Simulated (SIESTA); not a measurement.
ZnS (Wurtzite-2H):

```
Zn S
1.0
     3.81100    0.00000    0.00000
    -1.90550    3.30042    0.00000
     0.00000    0.00000    6.23400
Zn S
2 2
Direct
  0.66667 0.33333 0.50000
  0.33333 0.66667 0.00000
  0.66667 0.33333 0.88500
  0.33333 0.66667 0.38500
```

Base run:

* Program: SIESTA 5.4.2
* Functional: BLYP
* Potentials or basis: PseudoDojo 0.4 standard (PBE files)
* Basis: DZP (energy shift 0.003 Ry; two zetas on semicore shells)
* Grid cutoff: 800 Ry
* Energy shift: 0.003 Ry
* k mesh: 8 × 8 × 5
* Occupations: fermi-dirac, width 0.05 eV
* Spin: no spin polarisation

Its results: band gap on the k mesh 2.59 eV, direct; pressure 6.8 GPa; largest force 0.367 eV/Å.

Problem. The run is repeated on the same cell with these changes: functional from BLYP to AM05; potentials or basis from PseudoDojo 0.4 standard (PBE files) to PseudoDojo 0.4 standard (PBEsol files). What comes out?

Solution. Band gap on the k mesh 2.56 eV, direct; pressure -0.2 GPa; largest force 0.337 eV/Å.

Caveats: short orbitals over semicore shells can move pressures by several GPa; the valence orbitals were made in a potential fitted to the semicore shell under them, which widens gaps by tenths of an eV or more; the potentials were made for another functional, which shifts forces and pressure; the basis of atomic orbitals isn't converged, which shifts pressures, moduli and gaps.
